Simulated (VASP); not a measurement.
# MgH₂: molecular dynamics at constant energy

MgH₂, Pca2_1 (no. 29), 12 atoms in the cell. PBE, molecular dynamics; PAW potentials Mg, H (PBE set).

Ensemble: NVE; Starting temperature (K): 1600.

## Input

INCAR:
```
SYSTEM = MgH2
ALGO = Normal
ANDERSEN_PROB = 0.0
EDIFF = 1E-6
ENCUT = 250
GGA = PE
IBRION = 0
ISIF = 2
ISMEAR = 0
ISYM = 0
KPAR = 2
LASPH = .True.
LCHARG = .False.
LREAL = Auto
LWAVE = .False.
MDALGO = 1
NELM = 60
NELMIN = 4
NSW = 60
POTIM = 0.5
PREC = Normal
RANDOM_SEED = 61647 0 0
SIGMA = 0.05
TEBEG = 1600
```

KPOINTS:
```
k-points
0
Monkhorst-Pack
  2 2 2
```

POSCAR:
```
MgH2
1.0
    4.8637515200      0.0000000000      0.0000000000
    0.0000000000      4.6460082300      0.0000000000
    0.0000000000      0.0000000000      4.7386725500
Mg H
4 8
Direct
    0.0296111500      0.2639324200      0.2484411400
    0.5296111500      0.7360675800      0.2484411400
    0.4703888500      0.2639324200      0.7484411400
    0.9703888500      0.7360675800      0.7484411400
    0.8797788600      0.9063686900      0.3611411100
    0.7427936800      0.4460264600      0.0288187500
    0.7572063200      0.4460264600      0.5288187500
    0.1202211400      0.0936313100      0.8611411100
    0.6202211400      0.9063686900      0.8611411100
    0.2572063200      0.5539735400      0.5288187500
    0.3797788600      0.0936313100      0.3611411100
    0.2427936800      0.5539735400      0.0288187500
```

Commands:
```
cat potpaw_PBE.64/Mg/POTCAR potpaw_PBE.64/H/POTCAR > POTCAR
mpirun -np 2 vasp_std > vasp.out
```

## Result

- Spread of the conserved energy (meV/atom): 0.25
- Rise of the mean potential energy above the start (meV/atom): 97.0
- Mean temperature (K): 782
- Electronic steps per ionic step after the first: 4.6

Course of the run:

| Time (fs) | Temperature (K) | Potential energy less the first (meV/atom) | Conserved energy less the first (meV/atom) |
|---|---|---|---|
| 0 | 1599 | 0.0 | 0.00 |
| 3 | 1368 | 27.4 | 0.08 |
| 5 | 1002 | 70.9 | 0.18 |
| 8 | 635 | 114.5 | 0.25 |
| 10 | 551 | 124.4 | 0.23 |
| 12 | 643 | 113.4 | 0.16 |
| 14 | 740 | 101.9 | 0.15 |
| 16 | 824 | 92.0 | 0.13 |
| 18 | 814 | 93.1 | 0.12 |
| 21 | 667 | 110.7 | 0.18 |
| 23 | 558 | 123.6 | 0.23 |
| 26 | 570 | 122.1 | 0.15 |
| 28 | 590 | 119.8 | 0.15 |
| 30 | 587 | 120.0 | 0.18 |

The mean temperature lies below the starting 1600 K, since the atoms start on their sites and part of their kinetic energy turns into potential energy.

REPORT:
```
MDALGO =   1
         ANDERSEN_PROB =  0.00000000
               SCALING =       0
                 CNEXP =     9.000   14.000
           RANDOM_SEED =             61647                0                0

   original number of atomic DOF:         33
   number of independent constraints:      0
   number of active DOF:                  33

========================================
         MD step No.       1
========================================

  Atomic velocities initialized by STEP_tb

  >Energies
                    E_tot             E_pot             E_kin               EPS                ES
   e_b>   -0.32489870E+02   -0.34763510E+02    0.22736401E+01    0.00000000E+00    0.00000000E+00

  >Temperature
               T_sim     T_inst
   tmprt>   1600.000   1599.051

  >Thermostat, num. of collisions:                0

           RANDOM_SEED =             61647              144                0

[... steps left out ...]

========================================
         MD step No.      60
========================================

  >Energies
                    E_tot             E_pot             E_kin               EPS                ES
   e_b>   -0.32487744E+02   -0.33323034E+02    0.83529016E+00    0.00000000E+00    0.00000000E+00

  >Temperature
               T_sim     T_inst
   tmprt>   1600.000    587.459

  >Thermostat, num. of collisions:                0

           RANDOM_SEED =             61647             4392                0
```

OSZICAR:
```
N       E                     dE             d eps       ncg     rms          rms(c)
DAV:   1    -0.623226438659E+01   -0.62323E+01   -0.35509E+03   120   0.463E+02
DAV:   2    -0.353395469712E+02   -0.29107E+02   -0.27125E+02   178   0.886E+01
DAV:   3    -0.369092554511E+02   -0.15697E+01   -0.15657E+01   176   0.202E+01
DAV:   4    -0.369151351064E+02   -0.58797E-02   -0.58795E-02   127   0.154E+00
DAV:   5    -0.369151793246E+02   -0.44218E-04   -0.44218E-04   176   0.138E-01    0.874E+00
DAV:   6    -0.353554193752E+02    0.15598E+01   -0.80221E-01   148   0.476E+00    0.466E+00
DAV:   7    -0.347542428723E+02    0.60118E+00   -0.12588E+00   148   0.617E+00    0.704E-01
DAV:   8    -0.347639394999E+02   -0.96966E-02   -0.26105E-02   176   0.102E+00    0.150E-01
DAV:   9    -0.347634756727E+02    0.46383E-03   -0.14655E-03   148   0.226E-01    0.259E-02
DAV:  10    -0.347635029168E+02   -0.27244E-04   -0.34976E-05   176   0.375E-02    0.164E-02
DAV:  11    -0.347635100502E+02   -0.71334E-05   -0.12677E-05   120   0.229E-02    0.180E-03
DAV:  12    -0.347635101097E+02   -0.59538E-07   -0.82739E-07   130   0.623E-03
[... left out ...]
     58 T=   586. E= -.32487858E+02 F= -.33320653E+02 E0= -.33320653E+02  EK= 0.83279E+00 SP= 0.00E+00 SK= 0.00E+00
     59 T=   586. E= -.32487789E+02 F= -.33320377E+02 E0= -.33320377E+02  EK= 0.83259E+00 SP= 0.00E+00 SK= 0.00E+00
[... last step whole ...]
       N       E                     dE             d eps       ncg     rms          rms(c)
DAV:   1    -0.333230013908E+02   -0.26241E-02   -0.19046E-04   120   0.839E-01    0.397E-03
DAV:   2    -0.333230340778E+02   -0.32687E-04   -0.31918E-04   120   0.149E-01    0.602E-03
DAV:   3    -0.333230341165E+02   -0.38651E-07   -0.37434E-07   144   0.462E-03    0.531E-03
DAV:   4    -0.333230343710E+02   -0.25451E-06   -0.51380E-07    74   0.467E-03
     60 T=   587. E= -.32487744E+02 F= -.33323034E+02 E0= -.33323034E+02  EK= 0.83529E+00 SP= 0.00E+00 SK= 0.00E+00
```

Limits: 30 fs of 12 atoms are too short for converged averages; the cell is only 4.6 Å across, so each atom moves in step with near copies of itself.

VASP 6.6.1 took 134 s on 2 cores (AMD EPYC 7R43 (Zen 3)), a shared host.
